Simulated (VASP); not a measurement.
Crystal: BeS.

```
CELL_PARAMETERS angstrom
0.00000 2.42500 2.42500
2.42500 0.00000 2.42500
2.42500 2.42500 0.00000
ATOMIC_POSITIONS crystal
S 0.75000 0.75000 0.75000
Be 0.00000 0.00000 0.00000
```

| Quantity | Value |
| --- | --- |
| Program | VASP 6.6.1 |
| Task | relaxation of cell and atoms |
| Functional | BLYP |
| Potentials or basis | VASP PAW PBE potentials, release 64 (S, Be) |
| Cutoff | 600 eV |
| k mesh | 9 × 9 × 9 |
| Occupations | fermi-dirac, width 0.05 eV |
| Spin | no spin polarisation |

At the start: pressure 4.4 GPa; volume 14.26 Å³/atom.

Task: Where does the relaxation end?

Result: Over 3 steps the energy falls by 8.9 meV/atom and the volume is 14.93 Å³/atom (+4.7 %); space group F-43m (No. 216, to 0.05 Å).

The path:
| step | energy change (eV) | largest force (eV/Å) | pressure (GPa) | volume (Å³) |
| --- | --- | --- | --- | --- |
| 1 | 0.0000 | 0.0000 | 4.40 | 28.52 |
| 2 | -0.0170 | 0.0000 | -0.87 | 30.17 |
| 3 | -0.0178 | 0.0000 | 0.02 | 29.86 |

Final structure:
```
S Be
1.0
     0.00000    2.46244    2.46244
     2.46244    0.00000    2.46244
     2.46244    2.46244    0.00000
S Be
1 1
Direct
  0.75000 0.75000 0.75000
  0.00000 0.00000 0.00000
```

Caveat: the PAW data sets were made with another functional, which shifts forces and pressure a little.
